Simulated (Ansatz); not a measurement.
Input and command of a calculation in Ansatz (plane waves; scalar-relativistic PAW potentials unless the input names others):

```yaml
crystal:
  lattice:
    - [2.4072602648, 0.04513613, 0.0]
    - [0.04513613, 2.4072602648, 0.0]
    - [0.0, 0.0, 2.4073686085]
  atoms:
    - { symbol: P, position: [0.0, 0.0, 0.0] }
basis:
  ecutwfc: 420
kpoints:
  mp_grid: { grid: [24, 24, 24] }
hamiltonian:
  xc: pbe
  dispersion: d3bj
scf:
  occupations: { method: cold, width: 0.025 }
output:
  forces: true
  eigenvalues: true
  stress: true
```

```bash
ansatz run input.yaml --threads 1 --pin off --max-ram 2560MiB --backend cpu --events-out ev --progress --plain --runs-dir out
```

Abridged log:
```
Pseudopotentials: kind: paw
Pseudopotential: P, paw, valence charge 5, recommended cutoff 420 eV (normal)
Functional definition: PBE
Crystal: 1 atom, lattice volume = 13.946 Å³
Basis set: ecut = 420 eV, 257 PW (Γ), exchange–correlation on 36×36×36 points (8 copies of the dense FFT grid, shifted against one another)
Bands: 7, of which v1, the nominal top of the filled ones, is band 3 counted from 1 (2 counted from 0)
Symmetry: 8 space group operations
Space group: Cmmm (ITA 65), of the structure as read, at distance tolerance 2.4e-5 Å
k-points: 2041 of 13824
Initial density: superposition of atomic densities (neutral atoms: chi_scale 0, normalization atom), corrected by the library's trained network
Initial wavefunctions: pseudopotential atomic-orbital guess
Functional: x = pbe(κ = 0.804, μ = 0.21951497), c = pbe(β = 0.06672455)
SCF iter   1: F=—  HF=-756.070670 eV  |F-HF|=—  |Δ(HF+E_count)|=         —  Δρ=2.60e-3  dr2=5.94e-4  ethr=1.77e-3  ⟨swp⟩=6.3  Hψ=137101  notcnv=0
SCF iter   2: F=—  HF=-756.070644 eV  |F-HF|=—  |Δ(HF+E_count)|=   2.60e-5  S|Δr|=    0.00e0  Δρ=1.20e-3  dr2=9.60e-5  ethr=1.19e-5  ⟨swp⟩=2.2  Hψ=36220  notcnv=0  defer=144
SCF iter   3: F=—  HF=-756.070670 eV  |F-HF|=—  |Δ(HF+E_count)|=   2.60e-5  S|Δr|=    0.00e0  Δρ=1.91e-4  dr2=2.87e-6  ethr=1.92e-6  ⟨swp⟩=1.0  Hψ=13395  notcnv=0  defer=144
SCF iter   4: F=-756.070671 eV  HF=-756.070671 eV  |F-HF|=1.16e-8  |Δ(HF+E_count)|=   6.19e-7  S|Δr|=    0.00e0  Δρ=1.94e-5  dr2=4.87e-8  ethr=2.00e-9  ⟨swp⟩=5.5  Hψ=77102  notcnv=0
SCF 1 converged in 4 iterations: F = -756.070671 eV  dr2 = 4.87e-8
SCF converged after 4 iterations
Stability not checked: this state was not tested for a lower state beside it, because cold or Methfessel-Paxton smearing, or corrected tetrahedra, fill the levels in a way that the test cannot read (fill_not_monotonic; see scf.lower_state_search)
Free energy (F): -756.070671 eV
Harris-Foulkes:  -756.070671 eV  (|F-HF|=1.16e-8)
Internal energy: -756.070699 eV  (E = F + TS)
E sigma→0 (E₀):  -756.070680 eV
Entropy (-TS):   0.000029 eV (0.029 meV/atom)
Fermi energy:    11.700476 eV
Step filling:    the computed levels leave a gap of 0.0011 eV = 0.0 smearing widths at the electron count; against every level under it full and every level over it empty, smearing changes F+E_penalty+E_count by +0.013 meV and its σ→0 estimate by +3.54e-3 meV
  E_disp       = -0.506768  (pairwise vdW)
--- Forces (eV/Å), atoms counted from 1 ---
  atom   1  P      0.00000000     0.00000000     0.00000000
--- Stress (GPa, compression-positive) ---
       -0.261001      -2.366640       0.000000
       -2.366640      -0.261001       0.000000
        0.000000       0.000000       0.285459
  P = ⅓ Tr σ = -0.0788 GPa (-0.788 kbar)
```

Apart from outputs and empty bands, the input differs from a reference run on usual settings in scf.occupations.method: "gaussian" → "cold"; scf.occupations.width: 0.15 → 0.025. The reference, at the same geometry, gave pressure -0.03 GPa, largest force 0.000 eV/Å, no gap on the mesh. This run converged in 4 SCF iterations (reference: 6) with an energy at zero smearing 0.11 meV/atom below the reference's, pressure -0.08 GPa, largest force 0.000 eV/Å, no gap on the mesh.

Time: 9.7 s on 1 thread of Intel(R) Xeon(R) Platinum 8488C (Sapphire Rapids), on a shared host, peak memory 0.58 GiB.